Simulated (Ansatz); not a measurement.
# Te (P4_122) at 3 levels of theory

One geometry, relaxed with PBE; plane waves with PAW potentials in Ansatz, scalar-relativistic. No spin polarisation. Gaps are the least over mesh and band path; pressure is positive in compression.

```cif
data_structure
_symmetry_space_group_name_H-M 'P4_122'
_symmetry_Int_Tables_number 91
_cell_length_a 4.5286
_cell_length_b 4.5286
_cell_length_c 7.3098
_cell_angle_alpha 90.000
_cell_angle_beta 90.000
_cell_angle_gamma 90.000
_cell_volume 149.91
loop_
_atom_site_label
_atom_site_type_symbol
_atom_site_symmetry_multiplicity
_atom_site_Wyckoff_symbol
_atom_site_fract_x
_atom_site_fract_y
_atom_site_fract_z
_atom_site_occupancy
Te1 Te 4 b 0.83247 0.50000 0.25000 1
```

| level | cutoff (eV) | k mesh | gap (eV) | pressure (GPa) |
| --- | --- | --- | --- | --- |
| PBE | 420 | 8×8×6 | 0.04 | 0.0 |
| r2SCAN | 500 | 8×8×6 | 0.02 | -0.6 |
| PBEsol | 420 | 8×8×6 | 0.04 | -2.1 |

Spin-orbit coupling matters for the bands of heavy elements and is left out. The cell holds layers, chains or molecules and no dispersion correction was added, so their binding is poorly described.

The cell was found from a structure generator's guess, not taken from experiment.
